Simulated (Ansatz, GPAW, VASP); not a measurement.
# Ti: programs and potentials compared

```
Ti
1.0
     2.95000    0.00000    0.00000
    -1.47500    2.55477    0.00000
     0.00000    0.00000    4.68000
Ti
2
Direct
  0.66667 0.33333 0.75000
  0.33333 0.66667 0.25000
```

Alike in all runs: task single point; functional PBE; k mesh 10 × 10 × 6; occupations gaussian, width 0.1 eV; no spin polarisation; no spin-orbit coupling. Pressure is positive in compression and, in plane waves, holds the error of the finite cutoff, which Ansatz's Pulay term estimates and takes out.

```csv
program and potentials,plane-wave cutoff (eV),notes,pressure (GPa)
"Ansatz, Ansatz PAW",420,-,-1.46
"Ansatz, all-electron LAPW, scalar-relativistic",-,-,-1.47
"GPAW, GPAW PAW data sets (gpaw-data 1.2.1)",600,-,-2.02
"VASP, PBE PAW files Ti_sv_GW, 550 eV",550,-,-2.84
"VASP, PBE PAW files Ti_sv, 520 eV",520,-,?
```

Problem. Estimate from the other rows what the run with VASP, PBE PAW files Ti_sv, 520 eV gave.

Solution. Pressure -1.72 GPa. The other rows, which needn't bracket it: pressure -2.84 to -1.46.
